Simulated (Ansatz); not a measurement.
Compressing InSb

Theory: DFT PBE, scalar-relativistic, plane waves, PAW (Ansatz 0.2.0). Settings: 420 eV cutoff, 12×12×12 k-mesh, Gaussian smearing of 0.10 eV, no spin polarisation.

The relaxed crystal:

```
In Sb
1.0
     0.00000    3.31661    3.31661
     3.31661    0.00000    3.31661
     3.31661    3.31661    0.00000
In Sb
1 1
Direct
  0.00000 0.00000 0.00000
  0.25000 0.25000 0.25000
```

Cell and atoms are relaxed at each pressure within the symmetry of the start, at zero temperature, so transitions that lower the symmetry aren't seen. The k-mesh given is that at zero pressure and may differ at others. Gaps are Kohn–Sham gaps over the whole zone.

Spin-orbit coupling is left out, which matters for the bands and energies of heavy elements.

Task: Give the structure at 10 GPa.

Result:
```
In Sb
1.0
     0.00000    3.12728    3.12728
     3.12728    0.00000    3.12728
     3.12728    3.12728    0.00000
In Sb
1 1
Cartesian
  0.0000 0.0000 0.0000
  1.5636 1.5636 1.5636
```
The structure is cubic, space group F-43m (No. 216). Conventional cell: a = 6.255 Å, b = 6.255 Å, c = 6.255 Å, α = 90.00°, β = 90.00°, γ = 90.00°. Around In (site symmetry -43m) lie 4 Sb at 2.71 Å. Sb (site symmetry -43m) is surrounded by 4 In at 2.71 Å.